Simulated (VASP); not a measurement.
SiO2 under changes of volume

One of the cells (15.256 Å³/atom); the others are scaled copies at fixed shape and fractional positions:

```
Si O
1.0
    -2.49370    2.49370    3.67988
     2.49370   -2.49370    3.67988
     2.49370    2.49370   -3.67988
Si O
2 4
Direct
  0.75000 0.25000 0.50000
  0.00000 0.00000 0.00000
  0.87500 0.02821 0.65321
  0.77821 0.12500 0.15321
  0.97179 0.62500 0.84679
  0.37500 0.22179 0.34679
```

The cell comes from a database or a generator and needn't be the stable form of this composition.

```yaml
Program: VASP 6.6.1
Functional: PBE
Potentials_or_basis: VASP PAW PBE potentials, release 64 (Si, O)
Cutoff: 520 eV
k_mesh: 8 × 8 × 8
Occupations: fermi-dirac, width 0.05 eV
Spin: no spin polarisation
```

```csv
volume (Å³/atom),energy over the lowest point (meV/atom),pressure (GPa),gap on the mesh (eV),largest force (eV/Å)
14.059,64.51,16.6,6.24,1.027
14.358,37.30,12.2,6.14,0.753
14.657,?,?,?,?
15.256,0.00,1.3,5.81,0.054
15.555,0.10,-1.7,5.69,0.144
15.854,5.49,-4.4,5.56,0.326
```

**Question.** What does the run at 14.657 Å³/atom give?

**Answer.** Energy over the lowest point 17.97 meV/atom; pressure 8.2 GPa; gap on the mesh 6.04 eV; largest force 0.501 eV/Å.

Worked out: A Birch-Murnaghan fit of order 3 (a polynomial in V^(-2/3)) to the other rows has its minimum at 15.40 Å³/atom with B0 = V·E''(V) = 154 GPa and B' = 4.1 at fixed shape and positions, which overstates the stiffness. It gives 17.97 meV/atom at 14.657 Å³/atom, against the run's 17.97, and -dE/dV = 8.4 GPa, against 8.2. A parabola through the other rows of the gap, of slope -5.27 eV per unit of ln V (its deformation potential) there, gives 6.04 eV, against the run's 6.04.

Energies are extrapolated to zero smearing.

Caveats: forces of over 1 eV/Å show positions far from the minimum, so gaps and moduli don't describe the material at rest (some runs).

A mesh can miss the band edges.
